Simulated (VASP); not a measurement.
# Cu (Fm-3m) in VASP: notebook

The runs below take Cu through single point, with PBE.

Program: VASP 6.6.1. These are calculated values, not measurements. Logs are shortened: lines on timing, memory, paths and dates and some standing lists are left out, and cuts for length are marked.

## (1) The structure

The structure is cubic, space group Fm-3m (No. 225). Conventional cell: a = 3.615 Å, b = 3.615 Å, c = 3.615 Å, α = 90.00°, β = 90.00°, γ = 90.00°. Cu (site symmetry m-3m) is surrounded by 12 Cu at 2.56 Å.

## (2) Single point, PBE

Input file INCAR:

```
SYSTEM = Cu
  PREC = Low
  ENCUT = 520
  EDIFF = 1E-7
  ISMEAR = 1
  SIGMA = 0.1
  LREAL = .False.
  LASPH = .True.
  NELM = 100
  ALGO = Normal
  ISIF = 2
  LWAVE = .False.
  LCHARG = .False.
  GGA = PE
  NBANDS = 12
  ADDGRID = .False.
```

Input file KPOINTS:

```
regular mesh
0
Gamma
  16 16 16
  0 0 0
```

Input file POSCAR:

```
Cu
1.0
   -0.0335610000      1.7894160000      1.7776830000
    1.7981850000     -0.0227470000      1.7668690000
    1.8176490000      1.7980650000     -0.0422110000
Cu
1
Direct
    0.0167750000     -0.0332640000      0.0016970000
```

Potentials or basis: VASP PAW PBE potentials, release 64 (Cu).

Command:

```bash
$ cat potpaw_PBE.64/Cu/POTCAR > POTCAR
$ mpirun -np 1 vasp_std > vasp.out
```

OUTCAR:

```text
SYSTEM = Cu
   PREC = Low
   ENCUT = 520
   EDIFF = 1E-7
   ISMEAR = 1
   LREAL = .False.
   LASPH = .True.
   NELM = 100
   ISIF = 2
   GGA = PE

 Found   2052 irreducible k-points:

 Following reciprocal coordinates:
            Coordinates               Weight
  0.000000  0.000000  0.000000      1.000000
  0.062500 -0.000000 -0.000000      2.000000
  0.125000 -0.000000 -0.000000      2.000000
  0.187500 -0.000000 -0.000000      2.000000
  0.250000 -0.000000 -0.000000      2.000000
  0.312500 -0.000000 -0.000000      2.000000
   k-points           NKPTS =   2052   k-points in BZ     NKDIM =   2052   number of bands    NBANDS=     12
   number of dos      NEDOS =    301   number of ions     NIONS =      1
   total plane-waves  NPLWV =   2744
   dimension x,y,z NGX =    14 NGY =   14 NGZ =   14
   dimension x,y,z NGXF=    14 NGYF=   14 NGZF=   16
   ions per type =               1
   NGX,Y,Z   is equivalent  to a cutoff of   9.23,  9.23,  9.10 a.u.
   NGXF,Y,Z  is equivalent  to a cutoff of   9.23,  9.23, 10.40 a.u.
 SYSTEM =  Cu
   PREC   = low       normal or accurate (medium, high low for compatibility)
   ISTART =      0    job   : 0-new  1-cont  2-samecut
   ICHARG =      2    charge: 1-file 2-atom 10-const
   ISPIN  =      1    spin polarized calculation?
   LNONCOLLINEAR =      F non collinear calculations
   LSORBIT =      F    spin-orbit coupling
   LASPH  =      T    aspherical Exc in radial PAW
   ENCUT  =  520.0 eV  38.22 Ry    6.18 a.u.   4.69  4.69  4.75*2*pi/ulx,y,z
   NELM   =    100;   NELMIN=  2; NELMDL= -5     # of ELM steps
   EDIFF  = 0.1E-06   stopping-criterion for ELM
   LREAL  =      F    real-space projection
   EDIFFG = 0.1E-05   stopping-criterion for IOM
   NSW    =      0    number of steps for IOM
   IBRION =     -1    ionic relax: 0-MD 1-quasi-New 2-CG
   NFREE  =      0    steps in history (QN), initial steepest desc. (CG)
   ISIF   =      2    stress and relaxation
   ISYM   =      2    0-nonsym 1-usesym 2-fastsym
   POTIM  = 0.5000    time-step for ionic-motion
   TEBEG  =    0.0;   TEEND  =   0.0 temperature during run
   PSTRESS=    0.0 pullay stress
   NELECT =      11.0000    total number of electrons
   NUPDOWN=      -1.0000    fix difference up-down
   EMIN   =  10.00;   EMAX   =-10.00  energy-range for DOS
   EFERMI =   0.00;   METHOD = LEGACY
   ISMEAR =     1;   SIGMA  =   0.10  broadening in eV -4-tet -1-fermi 0-gaus
   EFERMI_NEDOS =   21; number of points for ismear=-14 and -15
   IALGO  =     38    algorithm
   IMIX   =      4    mixing-type and parameters
     AMIX     =   0.40;   BMIX     =  1.00
     AMIX_MAG =   1.60;   BMIX_MAG =  1.00
  volume/ion in A,a.u.               =      11.81        79.70
  Fermi-wavevector in a.u.,A,eV,Ry     =   1.598763  3.021224 34.777082  2.556043
  Thomas-Fermi vector in A             =   2.696162
   LORBIT       =      0    0 simple, 1 ext, 2 COOP (PROOUT), +10 PAW based schemes
   GGA     = PE    functional components
   LHFCALC =     F    Hartree Fock is set to
   AEXX    =    0.0000 exact exchange contribution
   IVDW    =     0    specifies the selected vdW correction
   LEPSILON=     F    determine dielectric tensor
   LRPA    =     F    only Hartree local field effects (RPA)
 non-spin polarized calculation
 Methfessel and Paxton  Order N= 1 SIGMA  =   0.10
  energy-cutoff  :      520.00
  volume of cell :       11.81
 maximum number of plane-waves:       329
   NGX =  9   NGY =  9   NGZ =  9

 number of electron      10.9999886 magnetization

 Free energy of the ion-electron system (eV)
  ---------------------------------------------------
  ext. energy  EPLUGINS =         0.00000000
  ---------------------------------------------------
  free energy    TOTEN  =        -3.72462211 eV

  energy without entropy =       -3.72462658  energy(sigma->0) =       -3.72462360

 E-fermi :   7.5577     XC(G=0): -12.7229

 val. band max:        7.5537715138   @ k =   0.5000   0.2500   0.1250
 cond. band min:       7.5610454825   @ k =   0.1875  -0.1250   0.3750
 fundamental gap:      0.0072739686
 Fermi energy:         7.5577474325

 k-point     1 :       0.0000    0.0000    0.0000
  band No.  band energies     occupation
      1      -1.7631      2.00000
      2       4.4691      2.00000
      3       4.5346      2.00000
      4       4.6730      2.00000
      5       5.3548      2.00000
      6       5.4268      2.00000
      7      30.0402      0.00000
      8      32.1045      0.00000
      9      32.7009      0.00000
     10      33.8726      0.00000
     11      34.6790      0.00000
     12      35.1730      0.00000

 k-point     2 :       0.0625   -0.0000   -0.0000
  band No.  band energies     occupation
      1      -1.6227      2.00000
      2       4.4618      2.00000
      3       4.5477      2.00000
      4       4.6883      2.00000
      5       5.3471      2.00000
      6       5.4163      2.00000
      7      29.0507      0.00000
      8      30.9840      0.00000
      9      32.1512      0.00000
     10      33.3077      0.00000
     11      35.3953      0.00000
     12      36.4004      0.00000

 k-point     3 :       0.1250   -0.0000   -0.0000
  band No.  band energies     occupation
      1      -1.2075      2.00000
      2       4.4092      2.00000
      3       4.5943      2.00000
      4       4.7403      2.00000
      5       5.3374      2.00000
      6       5.3973      2.00000
      7      26.0893      0.00000
      8      30.5160      0.00000
      9      31.5355      0.00000
     10      32.4872      0.00000
     11      36.4822      0.00000
     12      37.2610      0.00000

 k-point     4 :       0.1875   -0.0000   -0.0000
  band No.  band energies     occupation
      1      -0.5390      2.00000
      2       4.3280      2.00000
      3       4.6405      2.00000
      4       4.7933      2.00000
      5       5.3677      2.00000
      6       5.4065      2.00000
      7      22.8819      0.00000
      8      30.1573      0.00000
      9      31.0172      0.00000
     10      31.7320      0.00000
     11      36.9327      0.00000
     12      37.3891      0.00000

 k-point     5 :       0.2500   -0.0000   -0.0000
  band No.  band energies     occupation
      1       0.3313      2.00000
      2       4.2877      2.00000
      3       4.6395      2.00000
      4       4.7919      2.00000
      5       5.4713      2.00000
      6       5.4905      2.00000
      7      19.7918      0.00000
      8      29.7662      0.00000
      9      30.5756      0.00000
     10      31.0854      0.00000
     11      35.9639      0.00000
     12      36.3839      0.00000

 k-point     6 :       0.3125   -0.0000   -0.0000
  band No.  band energies     occupation
      1       1.2771      2.00000
      2       4.4150      2.00000
      3       4.5910      2.00000
      4       4.7420      2.00000
      5       5.6091      2.00000
      6       5.6557      2.00000
      7      16.9059      0.00000
      8      29.3915      0.00000
      9      30.2023      0.00000
     10      30.5918      0.00000
     11      34.6200      0.00000
     12      35.0569      0.00000

 [... further k-points ...]

------------------------ aborting loop because EDIFF is reached ----------------------------------------

  FORCE on cell =-STRESS in cart. coord.  units (eV):
  Direction    XX          YY          ZZ          XY          YZ          ZX
  --------------------------------------------------------------------------------------
  -------------------------------------------------------------------------------------
  Total        0.1474376      0.2099762      0.2190794      0.0433103      0.1264182      0.2005149
  in kB       20.0011062     28.4849726     29.7198938      5.8753975     17.1496508     27.2014742
  external PRESSURE =      26.0686575 kB  Pullay stress =       0.0000000 kB

 VOLUME and BASIS-vectors are now :
 -----------------------------------------------------------------------------
  energy-cutoff  :      520.00
  volume of cell :       11.81
      direct lattice vectors                 reciprocal lattice vectors
    -0.033561000  1.789416000  1.777683000    -0.268914128  0.278352052  0.277263920
     1.798185000 -0.022747000  1.766869000     0.277037260 -0.273469598  0.280504747
     1.817649000  1.798065000 -0.042211000     0.271125354  0.275680674 -0.272381618

 POSITION                                       TOTAL-FORCE (eV/Angst)
 -----------------------------------------------------------------------------------
      1.74089      0.01108      1.73784        -0.000000     -0.000000      0.000000
 -----------------------------------------------------------------------------------
    total drift:                               -0.000421      0.003738      0.003548

  FREE ENERGIE OF THE ION-ELECTRON SYSTEM (eV)
  ---------------------------------------------------
  free  energy   TOTEN  =        -3.7246221113 eV

  energy  without entropy=       -3.7246265793  energy(sigma->0) =       -3.72462360
```

Wall time 66 s (1 thread of AMD EPYC 9R45 (Zen 5), shared host); peak memory 0.32 GiB.

The run converged, but some of its settings lie outside the range that counts as converged, so its numbers aren't taken as properties of the crystal.

What came out:

```yaml
Free_energy: -3.7246 eV
Pressure: 2.6 GPa
Band_gap_on_the_k_mesh: none (metal or under the smearing width)
```

## (3) Single point, PBE

Changes to INCAR since step 2:

```diff
@@ -1,3 +1,3 @@
 SYSTEM = Cu
-  PREC = Low
+  PREC = Normal
   ENCUT = 520
```

KPOINTS is that of step 2.

Input file POSCAR:

```
Cu
1.0
    0.0000000000      1.8075000000      1.8075000000
    1.8075000000      0.0000000000      1.8075000000
    1.8075000000      1.8075000000      0.0000000000
Cu
1
Direct
    0.0000000000      0.0000000000      0.0000000000
```

Potentials or basis: VASP PAW PBE potentials, release 64 (Cu).

Command:

```bash
$ cat potpaw_PBE.64/Cu/POTCAR > POTCAR
$ mpirun -np 1 vasp_std > vasp.out
```

Run time: 5.4 s. Hardware: 1 thread of AMD EPYC 9R45 (Zen 5), shared host; peak memory 0.09 GiB.

These settings aren't checked as converged: the numbers below hold their error.

Results:

```yaml
Free_energy: -3.7266 eV
Pressure: 2.4 GPa
Band_gap_on_the_k_mesh: none (metal or under the smearing width)
```

## (4) Single point, PBE

INCAR is that of step 3.

KPOINTS is that of step 3.

Input file POSCAR:

```
Cu
1.0
   -0.0335610000      1.7894160000      1.7776830000
    1.7981850000     -0.0227470000      1.7668690000
    1.8176490000      1.7980650000     -0.0422110000
Cu
1
Direct
    0.0167750000     -0.0332640000      0.0016970000
```

Command:

```bash
$ cat potpaw_PBE.64/Cu/POTCAR > POTCAR
$ mpirun -np 1 vasp_std > vasp.out
```

Run time: 64 s. Hardware: 1 thread of AMD EPYC 9R45 (Zen 5), shared host; peak memory 0.32 GiB.

The run converged, but some of its settings lie outside the range that counts as converged, so its numbers aren't taken as properties of the crystal.

What came out:

* Free energy: -3.7225 eV
* Pressure: 2.6 GPa
* Band gap on the k mesh: none (metal or under the smearing width)
